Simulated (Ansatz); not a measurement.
Space group P6_3/m (No. 176). a = 7.664 Å, b = 7.664 Å, c = 2.926 Å, α = 90.00°, β = 90.00°, γ = 120.00°
```json
{"atom": "Si", "site": "6h", "symmetry": "m..", "x": "0.7689", "y": "0.1750", "z": "0.2500"}
{"atom": "N", "site": "6h", "symmetry": "m..", "x": "0.0308", "y": "0.3300", "z": "0.2500"}
{"atom": "N", "site": "2d", "symmetry": "-6..", "x": "0.6667", "y": "0.3333", "z": "0.2500"}
```

Equation of state of this Si₃N₄ structure (not necessarily the ground state), with shape and atoms relaxed at each volume where symmetry leaves them free. All numbers below come from Ansatz, DFT PBE, scalar-relativistic, plane waves, PAW.

Settings: cutoff 420 eV, Γ-centred mesh 6×6×8 on the computed 14-atom cell, Gaussian smearing of 0.02 eV; no spin polarisation.

```tsv
V (Å³/atom)	E − E(largest V) (meV/atom)	P (GPa)	gap on mesh (eV)
9.356	70.04	37.81	4.65
9.675	6.54	26.26	4.57
9.994	-35.51	16.23	4.47
10.313	-58.96	7.54	4.37
10.632	-66.28	0.00	4.27
10.951	-59.65	-6.52	4.17
11.270	-40.93	-12.17	4.02
11.695	0.00	-18.48	3.62
```

Fit a third-order Birch–Murnaghan equation to E(V).

V0 = 10.63 Å³/atom, B0 = 233 GPa, B0' = 3.8.

The gaps are read on the mesh, which can miss the band edges, so they can be too wide.

Cost: 8 runs of about 24 core-minutes in all, on Intel Xeon Processor @ 2.50GHz (Skylake/Cascade Lake) (shared hosts).